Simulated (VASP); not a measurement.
# Al in VASP: notebook, part 2 of 3

VASP 6.6.1. The steps go on from the part before.

## 4. Single point, PBE+D3(BJ)

Input file INCAR:

```
PREC = Accurate
ENCUT = 520
EDIFF = 1E-6
ISMEAR = -1
SIGMA = 0.15
LREAL = False
LASPH = True
NELM = 100
ALGO = Fast
ISIF = 2
LWAVE = False
LCHARG = True
GGA = PE
IVDW = 12
LELF = True
LVHAR = True
NBANDS = 30
```

Input file KPOINTS:

```
Automatic mesh
0
Gamma
  3 3 1
```

Input file POSCAR:

```
Al
1.0
    5.7275650000      0.0000000000      0.0000000000
    2.8637820000      4.9602170000      0.0000000000
    0.0000000000      0.0000000000     16.6765370000
Al
12
Direct
    0.1666684945      0.1666660955      0.0599644878
    0.6666715499      0.1666660955      0.0599644878
    0.1666709227      0.6666643818      0.0599644878
    0.6666739781      0.6666643818      0.0599644878
   -0.2186392894      0.3238971198      0.2059720193
    0.2731275038      0.3478073641      0.2027879049
   -0.1509862101      0.8218793654      0.1995738084
    0.3322196242      0.7944007288      0.1957360812
   -0.0493128900     -0.0034071090      0.3438783484
    0.4508448449     -0.0058465184      0.3538624356
   -0.0552390288      0.4868335397      0.3565908198
    0.4660426734      0.4896358365      0.3551096969
```

Potentials or basis: VASP PAW PBE potentials, release 64 (Al).

Command:

```bash
$ cat potpaw_PBE.64/Al/POTCAR > POTCAR
$ mpirun -np 1 vasp_std > vasp.out
```

OUTCAR:

```text
PREC = Accurate
   ENCUT = 520
   EDIFF = 1E-6
   ISMEAR = -1
   LREAL = False
   LASPH = True
   NELM = 100
   ISIF = 2
   GGA = PE
   IVDW = 12
 IVDW          = 12

 ion  position               nearest neighbor table
   1  0.167  0.167  0.060-   6 2.78   4 2.86   2 2.86   3 2.86   3 2.86   2 2.86   4 2.86   8 2.92
                             5 3.10
   2  0.667  0.167  0.060-   5 2.79   1 2.86   3 2.86   4 2.86   4 2.86   3 2.86   1 2.86   7 2.89
                             6 3.08
   3  0.167  0.667  0.060-   8 2.69   7 2.81   4 2.86   2 2.86   1 2.86   1 2.86   2 2.86   4 2.86
                             6 2.88
   4  0.667  0.667  0.060-   8 2.82   1 2.86   3 2.86   2 2.86   2 2.86   3 2.86   1 2.86   7 2.87
                             5 2.99
   5  0.781  0.324  0.206-   8 2.64   7 2.70   2 2.79   9 2.82   6 2.85   6 2.89  12 2.94   4 2.99
                            11 2.99   7 3.07   8 3.10   1 3.10
   6  0.273  0.348  0.203-   7 2.58   8 2.75   1 2.78   5 2.85   3 2.88   5 2.89   8 3.02  12 3.04
                            11 3.04  10 3.07   2 3.08   7 3.17
   7  0.849  0.822  0.200-   6 2.58   8 2.69   5 2.70   9 2.78   3 2.81   4 2.87   2 2.89   8 3.04
                             5 3.07  11 3.13   6 3.17  10 3.25
   8  0.332  0.794  0.196-   5 2.64   7 2.69   3 2.69   6 2.75   4 2.82   1 2.92   6 3.02   7 3.04
[... 373 lines left out ...]

  FORCE on cell =-STRESS in cart. coord.  units (eV):
  Direction    XX          YY          ZZ          XY          YZ          ZX
  --------------------------------------------------------------------------------------
  -------------------------------------------------------------------------------------
  Total      -7.68023    -6.51509    -3.92970    -0.24504     0.35354     1.16948
  in kB     -25.97216   -22.03202   -13.28904    -0.82866     1.19557     3.95481
  external pressure =      -20.43 kB  Pullay stress =        0.00 kB

 VOLUME and BASIS-vectors are now :
 -----------------------------------------------------------------------------
  energy-cutoff  :      520.00
  volume of cell :      473.78
      direct lattice vectors                 reciprocal lattice vectors
     5.727565000  0.000000000  0.000000000     0.174594265 -0.100802024  0.000000000
     2.863782000  4.960217000  0.000000000     0.000000000  0.201604083  0.000000000
     0.000000000  0.000000000 16.676537000     0.000000000  0.000000000  0.059964488

 POSITION                                       TOTAL-FORCE (eV/Angst)
 -----------------------------------------------------------------------------------
      1.43190      0.82670      1.00000        -0.072258     -0.062823      0.075804
      4.29570      0.82670      1.00000        -0.145568     -0.021582      0.013401
      2.86380      3.30680      1.00000        -0.102181     -0.085368     -0.334229
      5.72760      3.30680      1.00000         0.010339     -0.013080      0.060794
      5.40286      1.60660      3.43490         0.619108     -0.039648      0.319509
      2.56040      1.72520      3.38180         0.142655     -1.077410      0.493325
      7.21647      4.07670      3.32820        -1.155866      0.385273      0.315380
      4.17780      3.94040      3.26420         0.544152      0.914690      0.718219
      8.29915      4.94332      5.73470         0.073551     -0.252789     -0.021648
      5.42928      4.93122      5.90120         0.058946      0.076308     -0.583728
      6.80537      2.41480      5.94670         0.429509      0.107854     -0.579458
      4.07150      2.42870      5.92200        -0.402386      0.068576     -0.477369
 -----------------------------------------------------------------------------------
    total drift:                                0.000016      0.000009     -0.000118

  FREE ENERGIE OF THE ION-ELECTRON SYSTEM (eV)
  ---------------------------------------------------
  free  energy   TOTEN  =       -44.7072142396 eV

  energy  without entropy=      -44.2470138210  energy(sigma->0) =      -44.47711403
```

OSZICAR:

```text
N       E                     dE             d eps       ncg     rms          rms(c)
DAV:   1     0.911528982893E+02    0.91153E+02   -0.11243E+04   300   0.874E+02
DAV:   2    -0.369374202756E+02   -0.12809E+03   -0.12152E+03   384   0.138E+02
DAV:   3    -0.436395328835E+02   -0.67021E+01   -0.64870E+01   370   0.297E+01
DAV:   4    -0.439470134683E+02   -0.30748E+00   -0.30667E+00   482   0.770E+00
DAV:   5    -0.439579447413E+02   -0.10931E-01   -0.10931E-01   484   0.135E+00    0.499E+00
RMM:   6    -0.423892305256E+02    0.15687E+01   -0.30615E+00   322   0.272E+00    0.273E+00
RMM:   7    -0.421487563788E+02    0.24047E+00   -0.63217E-01   345   0.207E+00    0.130E+00
RMM:   8    -0.420843701793E+02    0.64386E-01   -0.19401E-01   370   0.127E+00    0.625E-01
RMM:   9    -0.420537115025E+02    0.30659E-01   -0.70328E-02   373   0.805E-01    0.339E-01
RMM:  10    -0.420383841225E+02    0.15327E-01   -0.18255E-02   353   0.511E-01    0.110E-01
RMM:  11    -0.420334202444E+02    0.49639E-02   -0.13355E-02   360   0.334E-01    0.867E-02
RMM:  12    -0.420343718559E+02   -0.95161E-03   -0.41321E-03   362   0.220E-01    0.437E-02
RMM:  13    -0.420355316705E+02   -0.11598E-02   -0.13830E-03   350   0.148E-01    0.311E-02
RMM:  14    -0.420378808891E+02   -0.23492E-02   -0.71893E-04   391   0.937E-02    0.333E-02
RMM:  15    -0.420381292503E+02   -0.24836E-03   -0.12608E-04   380   0.472E-02    0.187E-02
RMM:  16    -0.420387361427E+02   -0.60689E-03   -0.99122E-05   372   0.331E-02    0.628E-03
RMM:  17    -0.420387512763E+02   -0.15134E-04   -0.18796E-05   380   0.188E-02    0.356E-03
RMM:  18    -0.420387518154E+02   -0.53911E-06   -0.23061E-06   292   0.788E-03
   1 F= -.44707214E+02 E0= -.44477114E+02  d E =-.460200E+00
```

stdout:

```text
POSCAR found type information on POSCAR Al
 POSCAR found :  1 types and      12 ions
 scaLAPACK will be used
 LDA part: xc-table for (Slater+PW92), standard interpolation
 POSCAR, INCAR and KPOINTS ok, starting setup
 FFT: planning ... GRIDC
 FFT: planning ... GRID_SOFT
 FFT: planning ... GRID
 WAVECAR not read
 entering main loop
```

Run time: 80 s. Hardware: 1 thread of Intel Xeon 6975P-C (Granite Rapids), shared host; peak memory 0.57 GiB.

Results:

* Free energy: -44.7072 eV
* Largest force: 1.284 eV/Å
* Band gap on the k mesh: none (metal or under the smearing width)
* Dispersion energy per atom: -0.222 eV

Forces in eV/Å, atoms in the order of the input:
```
Al  -0.072 -0.063  0.076
Al  -0.146 -0.022  0.013
Al  -0.102 -0.085 -0.334
Al   0.010 -0.013  0.061
Al   0.619 -0.040  0.320
Al   0.143 -1.077  0.493
Al  -1.156  0.385  0.315
Al   0.544  0.915  0.718
Al   0.074 -0.253 -0.022
Al   0.059  0.076 -0.584
Al   0.430  0.108 -0.579
Al  -0.402  0.069 -0.477
```

Levels at points of the mesh, in eV from the Fermi level:
```
           k point  band 16  band 17  band 18  band 19  band 20  band 21
(0.00, 0.00, 0.00)    -2.26    -0.58    -0.48    -0.44    -0.23    -0.19
```

Caveat: the k mesh is coarse (spacing up to 0.42 Å⁻¹), so the values aren't converged.

## 5. Single point, PBE+D3(BJ)

Input file INCAR:

```
PREC = Accurate
ENCUT = 520
EDIFF = 1E-7
ISMEAR = -1
SIGMA = 0.15
LREAL = F
LASPH = T
NELM = 100
ALGO = Normal
ISIF = 2
LWAVE = F
LCHARG = F
GGA = PE
IVDW = 12
NBANDS = 30
```

Input file KPOINTS:

```
regular mesh
0
Gamma
  3 3 1
```

Input file POSCAR:

```
Al
1.0
    5.7275650000      0.0000000000      0.0000000000
    2.8637820000      4.9602170000      0.0000000000
    0.0000000000      0.0000000000     16.6765370000
Al
12
Direct
    0.1666684945      0.1666660955      0.0599644878
    0.6666715499      0.1666660955      0.0599644878
    0.1666709227      0.6666643818      0.0599644878
    0.6666739781      0.6666643818      0.0599644878
   -0.1166296363      0.2904913233      0.2040051840
    0.3196264803      0.3264978125      0.2015346472
   -0.1843802122      0.7969006195      0.2088623076
    0.3221332969      0.7875461900      0.2151226001
   -0.0481984193     -0.0354218374      0.3437164442
    0.4740732992      0.0267528618      0.3430748242
   -0.0313309746      0.5012079109      0.3467266615
    0.5033888516      0.4992725117      0.3402385040
```

Potentials or basis: VASP PAW PBE potentials, release 64 (Al).

Command:

```bash
$ cat potpaw_PBE.64/Al/POTCAR > POTCAR
$ mpirun -np 1 vasp_std > vasp.out
```

OUTCAR:

```text
PREC = Accurate
   ENCUT = 520
   EDIFF = 1E-7
   ISMEAR = -1
   LREAL = F
   LASPH = T
   NELM = 100
   ISIF = 2
   GGA = PE
   IVDW = 12
 IVDW          = 12

 ion  position               nearest neighbor table
   1  0.167  0.167  0.060-   5 2.78   6 2.83   4 2.86   2 2.86   3 2.86   3 2.86   2 2.86   4 2.86
                             8 3.20
   2  0.667  0.167  0.060-   1 2.86   3 2.86   4 2.86   4 2.86   3 2.86   1 2.86   6 2.92   5 2.95
                             7 3.09
   3  0.167  0.667  0.060-   4 2.86   2 2.86   1 2.86   1 2.86   2 2.86   4 2.86   6 2.90   8 2.93
                             7 3.04
   4  0.667  0.667  0.060-   7 2.84   1 2.86   3 2.86   2 2.86   2 2.86   3 2.86   1 2.86   5 3.05
                             8 3.11
   5  0.883  0.290  0.204-   6 2.61   8 2.72   7 2.73   1 2.78  11 2.82   9 2.89   2 2.95  12 2.95
                             7 3.04   4 3.05   8 3.05   6 3.13
   6  0.320  0.326  0.202-   5 2.61   8 2.66  10 2.79   7 2.80   1 2.83   3 2.90  12 2.91   2 2.92
                             7 2.94  11 2.98   8 3.09   5 3.13
   7  0.816  0.797  0.209-   9 2.71  11 2.73   5 2.73   6 2.80  10 2.83   4 2.84   8 2.86   8 2.88
                             6 2.94   5 3.04   3 3.04   2 3.09
   8  0.322  0.788  0.215-  12 2.54   6 2.66   5 2.72   9 2.82   7 2.86   7 2.88  10 2.89   3 2.93
                             5 3.05   6 3.09   4 3.11   1 3.20
   9  0.952  0.965  0.344-  10 2.58  11 2.61   7 2.71   8 2.82  12 2.85   5 2.89  12 2.94  11 3.12
                            10 3.18
  10  0.474  0.027  0.343-   9 2.58   6 2.79  12 2.79  11 2.81   7 2.83   8 2.89  11 2.93  12 2.94
                             9 3.18
  11  0.969  0.501  0.347-   9 2.61  12 2.67   7 2.73  10 2.81   5 2.82  10 2.93   6 2.98  12 3.06
                             9 3.12
  12  0.503  0.499  0.340-   8 2.54  11 2.67  10 2.79   9 2.85   6 2.91  10 2.94   9 2.94   5 2.95
                            11 3.06

  LATTYP: Found a hexagonal cell.
 ALAT       =     5.7275649303
 C/A-ratio  =     2.9116277516

  Lattice vectors:

 A1 = (  -2.8637820000,  -4.9602170000,   0.0000000000)
 A2 = (   5.7275650000,   0.0000000000,   0.0000000000)
 A3 = (   0.0000000000,   0.0000000000,  16.6765370000)

Analysis of symmetry for initial positions (statically):
=====================================================================
 Subroutine PRICEL returns:
 Original cell was already a primitive cell.

 Routine SETGRP: Setting up the symmetry group for a
 hexagonal supercell.

 Subroutine GETGRP returns: Found  1 space group operations
 (whereof  1 operations were pure point group operations)
 out of a pool of 24 trial point group operations.

The static configuration has the point symmetry C_1 .

Analysis of symmetry for dynamics (positions and initial velocities):
=====================================================================
 Subroutine PRICEL returns:
 Original cell was already a primitive cell.

 Routine SETGRP: Setting up the symmetry group for a
 hexagonal supercell.

 Subroutine GETGRP returns: Found  1 space group operations
 (whereof  1 operations were pure point group operations)
 out of a pool of 24 trial point group operations.

The dynamic configuration has the point symmetry C_1 .

 Subroutine INISYM returns: Found  1 space group operations
[... 81 lines left out ...]
   total plane-waves  NPLWV = 290304
   dimension x,y,z NGX =    48 NGY =   48 NGZ =  126
   dimension x,y,z NGXF=    96 NGYF=   96 NGZF=  252
   ions per type =              12
   NGX,Y,Z   is equivalent  to a cutoff of  13.93, 13.93, 12.56 a.u.
   NGXF,Y,Z  is equivalent  to a cutoff of  27.86, 27.86, 25.12 a.u.
 SYSTEM =  unknown system
   PREC   = accura    normal or accurate (medium, high low for compatibility)
   ISTART =      0    job   : 0-new  1-cont  2-samecut
   ICHARG =      2    charge: 1-file 2-atom 10-const
   ISPIN  =      1    spin polarized calculation?
   LNONCOLLINEAR =      F non collinear calculations
   LSORBIT =      F    spin-orbit coupling
   LASPH  =      T    aspherical Exc in radial PAW
   ENCUT  =  520.0 eV  38.22 Ry    6.18 a.u.  10.65 10.65 31.01*2*pi/ulx,y,z
   NELM   =    100;   NELMIN=  2; NELMDL= -5     # of ELM steps
   EDIFF  = 0.1E-06   stopping-criterion for ELM
   LREAL  =      F    real-space projection
   EDIFFG = 0.1E-05   stopping-criterion for IOM
   NSW    =      0    number of steps for IOM
   IBRION =     -1    ionic relax: 0-MD 1-quasi-New 2-CG
   NFREE  =      0    steps in history (QN), initial steepest desc. (CG)
   ISIF   =      2    stress and relaxation
   ISYM   =      2    0-nonsym 1-usesym 2-fastsym
   POTIM  = 0.5000    time-step for ionic-motion
   TEBEG  =    0.0;   TEEND  =   0.0 temperature during run
   PSTRESS=    0.0 pullay stress
   NELECT =      36.0000    total number of electrons
   NUPDOWN=      -1.0000    fix difference up-down
   EMIN   =  10.00;   EMAX   =-10.00  energy-range for DOS
   EFERMI =   0.00;   METHOD = LEGACY
   ISMEAR =    -1;   SIGMA  =   0.15  broadening in eV -4-tet -1-fermi 0-gaus
   EFERMI_NEDOS =   21; number of points for ismear=-14 and -15
   IALGO  =     38    algorithm
   IMIX   =      4    mixing-type and parameters
     AMIX     =   0.40;   BMIX     =  1.00
     AMIX_MAG =   1.60;   BMIX_MAG =  1.00
  volume/ion in A,a.u.               =      39.48       266.44
  Fermi-wavevector in a.u.,A,eV,Ry     =   0.693399  1.310335  6.541719  0.480803
  Thomas-Fermi vector in A             =   1.775602
   LORBIT       =      0    0 simple, 1 ext, 2 COOP (PROOUT), +10 PAW based schemes
   GGA     = PE    functional components
   LHFCALC =     F    Hartree Fock is set to
   AEXX    =    0.0000 exact exchange contribution
   IVDW    =    12    specifies the selected vdW correction
   LEPSILON=     F    determine dielectric tensor
   LRPA    =     F    only Hartree local field effects (RPA)
 non-spin polarized calculation
  energy-cutoff  :      520.00
  volume of cell :      473.78
 maximum number of plane-waves:     12795
 NGX is ok and might be reduce to    42
   NGX = 21   NGY = 21   NGZ = 63

 number of electron      36.0000000 magnetization

 Free energy of the ion-electron system (eV)
  ---------------------------------------------------
  ext. energy  EPLUGINS =         0.00000000
  ---------------------------------------------------
  free energy    TOTEN  =       -41.91895923 eV

  energy without entropy =      -41.41918030  energy(sigma->0) =      -41.66906976

 E-fermi :   0.9208     XC(G=0):  -5.3425

 val. band max:        0.8428953989   @ k =   0.0000   0.3333   0.0000
 cond. band min:       0.9208064282   @ k =   0.0000   0.0000   0.0000
 fundamental gap:      0.0779110293
 Fermi energy:         0.9208051634

 k-point     1 :       0.0000    0.0000    0.0000
  band No.  band energies     occupation
      1      -9.3755      2.00000
      2      -7.6570      2.00000
      3      -5.1824      2.00000
      4      -3.7882      2.00000
      5      -3.6549      2.00000
      6      -3.5519      2.00000
[... 154 lines left out ...]
     29       4.5220      0.00000
     30       4.5672      0.00000

------------------------ aborting loop because EDIFF is reached ----------------------------------------

 Edisp (eV)   -2.71528

 E8    (eV) :    -1.2649

  FORCE on cell =-STRESS in cart. coord.  units (eV):
  Direction    XX          YY          ZZ          XY          YZ          ZX
  --------------------------------------------------------------------------------------
  -------------------------------------------------------------------------------------
  Total      -4.79771    -5.70324    -0.68181     1.04000    -0.79827     0.68727
  in kB     -16.22437   -19.28661    -2.30569     3.51695    -2.69951     2.32413
  external pressure =      -12.61 kB  Pullay stress =        0.00 kB

 VOLUME and BASIS-vectors are now :
 -----------------------------------------------------------------------------
  energy-cutoff  :      520.00
  volume of cell :      473.78
      direct lattice vectors                 reciprocal lattice vectors
     5.727565000  0.000000000  0.000000000     0.174594265 -0.100802024  0.000000000
     2.863782000  4.960217000  0.000000000     0.000000000  0.201604083  0.000000000
     0.000000000  0.000000000 16.676537000     0.000000000  0.000000000  0.059964488

 POSITION                                       TOTAL-FORCE (eV/Angst)
 -----------------------------------------------------------------------------------
      1.43190      0.82670      1.00000         0.017422     -0.019784      0.196385
      4.29570      0.82670      1.00000        -0.014014     -0.006721      0.405486
      2.86380      3.30680      1.00000        -0.043279     -0.010666      0.331637
      5.72760      3.30680      1.00000        -0.020728     -0.093715      0.342876
      5.89146      1.44090      3.40210        -1.124063      0.018200     -0.303510
      2.76570      1.61950      3.36090         0.642031     -0.462500     -0.295567
      6.95366      3.95280      3.48310        -0.039155      0.560154     -0.705686
      4.10040      3.90640      3.58750         0.380465      0.560120     -1.147534
      8.21385      4.78452      5.73200         1.163845      0.462021      0.194417
      2.79190      0.13270      5.72130        -0.819112     -0.233122      0.114247
      6.98346      2.48610      5.78220         0.135975     -0.538967      0.245189
      4.31300      2.47650      5.67400        -0.279388     -0.235019      0.622059
 -----------------------------------------------------------------------------------
    total drift:                                0.000004     -0.000002     -0.000028

  FREE ENERGIE OF THE ION-ELECTRON SYSTEM (eV)
  ---------------------------------------------------
  free  energy   TOTEN  =       -44.6342389117 eV

  energy  without entropy=      -44.1344599826  energy(sigma->0) =      -44.38434945
```

Run time: 91 s. Hardware: 1 thread of Intel Xeon 6975P-C (Granite Rapids), shared host; peak memory 0.54 GiB.

Results:

* Free energy: -44.6342 eV
* Largest force: 1.332 eV/Å
* Band gap on the k mesh: none (metal or under the smearing width)
* Dispersion energy per atom: -0.226 eV

Forces on the atoms (eV/Å):
```
Al   0.017 -0.020  0.196
Al  -0.014 -0.007  0.405
Al  -0.043 -0.011  0.332
Al  -0.021 -0.094  0.343
Al  -1.124  0.018 -0.304
Al   0.642 -0.463 -0.296
Al  -0.039  0.560 -0.706
Al   0.380  0.560 -1.148
Al   1.164  0.462  0.194
Al  -0.819 -0.233  0.114
Al   0.136 -0.539  0.245
Al  -0.279 -0.235  0.622
```

Caveat: the k mesh is coarse (spacing up to 0.42 Å⁻¹), so the values aren't converged.

(Continued in part 3 of 3.)
